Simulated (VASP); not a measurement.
Here is a VASP 6.6.1 calculation.

INCAR

```
SYSTEM = SnTe
PREC     = Accurate       ! precision mode
ENCUT    = 350            ! plane-wave cutoff, eV
EDIFF    = 1E-7           ! SCF threshold, eV
ISMEAR   = 0              ! smearing method
SIGMA    = 0.02           ! smearing width, eV
LREAL    = .FALSE.        ! projectors in reciprocal space
LASPH    = .TRUE.         ! aspherical terms in the spheres
NELM     = 80             ! most SCF steps
ALGO     = Normal         ! electronic algorithm
ISIF     = 2              ! what is computed and relaxed
LWAVE    = .FALSE.        ! write WAVECAR
LCHARG   = .TRUE.         ! write CHGCAR
GGA      = PE             ! functional
LELF     = .TRUE.         ! ELF
LVHAR    = .TRUE.
```

File KPOINTS:

```
Automatic mesh
0
G
  4 4 4
  0 0 0
```

Contents of POSCAR:

```
SnTe
1.0
    0.0000000000      3.6111460000      3.6111460000
    3.6111460000      0.0000000000      3.6111460000
    3.6111460000      3.6111460000      0.0000000000
Te Sn
1 1
Direct
    0.2500000000      0.2500000000      0.2500000000
    0.0000000000      0.0000000000      0.0000000000
```

Potentials or basis: VASP PAW PBE potentials, release 64 (Te_GW, Sn_d_GW).

The run is started by

```console
$ cat potpaw_PBE.64/Te_GW/POTCAR potpaw_PBE.64/Sn_d_GW/POTCAR > POTCAR
$ mpirun -np 1 vasp_std > vasp.out
```

Question: Predict the pressure.

Answer: -0.5 GPa.

Question: Predict the band gap on the k mesh.

Answer: 0.09 eV, indirect (least direct gap 0.80 eV).

Caveat: spin-orbit coupling is left out, which moves the levels of the heavy elements. A k mesh can miss the band edges.
